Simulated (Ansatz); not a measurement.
Calculated with Ansatz: Al2Hg, settings compared

Launch command:

```bash
ansatz run input.yaml --threads 1 --pin off --max-ram 2560MiB --backend cpu --events-out ev --progress --plain --runs-dir out
```

Input:

```yaml
crystal:
  lattice:
    - [0.0, 3.456001, 0.0]
    - [3.456001, 0.0, 0.0]
    - [1.728, 1.728, -6.249601]
  atoms:
    - { symbol: Al, position: [0.37, 0.37, 0.26] }
    - { symbol: Al, position: [0.63, 0.63, 0.74] }
    - { symbol: Hg, position: [0.0, 0.0, 0.0] }
  symmetry: { tolerance: 0.0003 }
kpoints:
  mp_grid: { grid: [5, 5, 5], shift: [0, 0, 0] }
magnetization:
  spin_polarized: false
scf:
  occupations: { method: fermi_dirac }
hamiltonian:
  pseudopotentials: { kind: paw }
  xc: r2scan
basis:
  ecutwfc: 500
output:
  forces: true
  stress: true
  eigenvalues: true
```

Origin of the cell: a known structure type with other elements, at an estimated volume, so it need not be a known compound.

The smearing width isn't typed, so it takes its default of 0.1 eV.

Output of this run (shortened):

```
SCF iter   1: F=—  HF=-14906.799613 eV  Δρ=6.15e-3  dr2=4.14e-2  dr2_τ=5.33e-3  defer=5
SCF iter   2: F=—  HF=-14906.804072 eV  Δρ=3.48e-3  dr2=1.39e-2  dr2_τ=2.53e-3  defer=28
SCF iter   3: F=—  HF=-14906.801400 eV  Δρ=1.43e-3  dr2=2.03e-3  dr2_τ=6.26e-5  defer=28
SCF iter   4: F=—  HF=-14906.801308 eV  Δρ=6.15e-4  dr2=2.41e-4  dr2_τ=6.58e-6  defer=28
SCF iter   5: F=—  HF=-14906.801327 eV  Δρ=1.40e-4  dr2=9.82e-6  dr2_τ=1.23e-6  defer=28
SCF iter   6: F=—  HF=-14906.801351 eV  Δρ=2.76e-5  dr2=4.60e-7  dr2_τ=2.49e-8  defer=28
SCF iter   7: F=-14906.801352 eV  HF=-14906.801352 eV  Δρ=5.82e-6  dr2=2.00e-8  dr2_τ=6.70e-10
SCF 1 converged in 7 iterations: F = -14906.801352 eV  dr2 = 2.00e-8
SCF converged after 7 iterations
Free energy (F): -14906.801352 eV
Harris-Foulkes:  -14906.801352 eV  (|F-HF|=5.43e-8)
Internal energy: -14906.765147 eV  (E = F + TS)
E sigma→0 (E₀):  -14906.783250 eV
Entropy (-TS):   -0.036205 eV (-12.068 meV/atom)
Fermi energy:    7.726735 eV
--- Per-component energies (eV) ---
  E_band       = -544.823202
  E_kinetic    = 641.597621
  E_local      = -4383.089987  (includes V_loc(G=0)·N_el)
  E_nonlocal   = 92.053629
  E_hartree    = 1947.416884
  E_xc         = -277.924709
  E_vxc        = -347.977969  (∫ρ·V_xc dr)
  E_paw        = -10915.780288  (= ΣΔE_a)
  E_vpaw       = -465.265989  (= ΣTr[D̂ρ^β])
  E_aug_tail   = 0.000374  (compensation charges beyond the density's cutoff)
  E_vtau       = 23.027970  (kinetic-family band-sum trace: ∫τ·v_τ [+ j·A + Jᵃ·Aᵃ] dr)
  E_ewald      = -2010.769528
  E_core_change = -0.269144  (= ΣΔE_core)
  E_smearing   = -0.036205  (= −TS)
  Σ components = -14906.801352   (vs F -14906.801352, Δ=0.00e0)
--- Forces (eV/Å), atoms counted from 1 ---
  atom   1  Al    -0.000000    -0.000000    -0.546177
  atom   2  Al     0.000000     0.000000     0.546177
  atom   3  Hg     0.000000     0.000000     0.000000
  max |Σ_I F_I| component: 1.11e-16 eV/Å
--- Stress (GPa, compression-positive) ---
       -3.244802      -0.000000      -0.000000
       -0.000000      -3.244802      -0.000000
       -0.000000      -0.000000      -4.387044
  P = ⅓ Tr σ = -3.6255 GPa (-36.255 kbar)
```

The same input was run again with these changes:

1. `scf.occupations.method` fermi_dirac → cold; `scf.occupations.width` default → 0.15; `scf.mixing.preconditioner` default → local_kerker; `kpoints.mp_grid.shift` [0, 0, 0] → [0.5, 0.5, 0.5]
2. `scf.algorithm` default → density_mixing
3. `scf.mixing.preconditioner` default → resta; `scf.convergence.dr2_threshold` default → 1.0e-11
4. `kpoints.mp_grid.grid` [5, 5, 5] → [2, 2, 2]

```tsv
run	end	SCF iterations	P (GPa)	max force component (eV/Å)	moment (μB)	ΔE(σ→0) (meV/atom)
base	converged	7	-3.63	0.546	–	0
1	converged	6	-4.57	0.427	–	-51.53
2	converged	7	-3.63	0.546	–	0.00
3	converged	10	-3.63	0.546	–	0.00
4	converged	8	-3.18	0.110	–	-361.84
```

Energies are compared only where functional, datasets, charge and starting cell are the same.

Not properties of the system: run 4 (too coarse or loose: `kpoints.mp_grid.grid` = [2, 2, 2]).

Caveats of the base run: no spin-orbit coupling, though heavy elements are present; the k mesh is coarse if the cell is a metal.

Run 1: the k mesh keeps only part of the crystal's symmetry.

The base run took 5 s on 1 thread of Arm Neoverse V2, with other jobs on the host, peak memory 0.46 GiB, from the program's own first density.
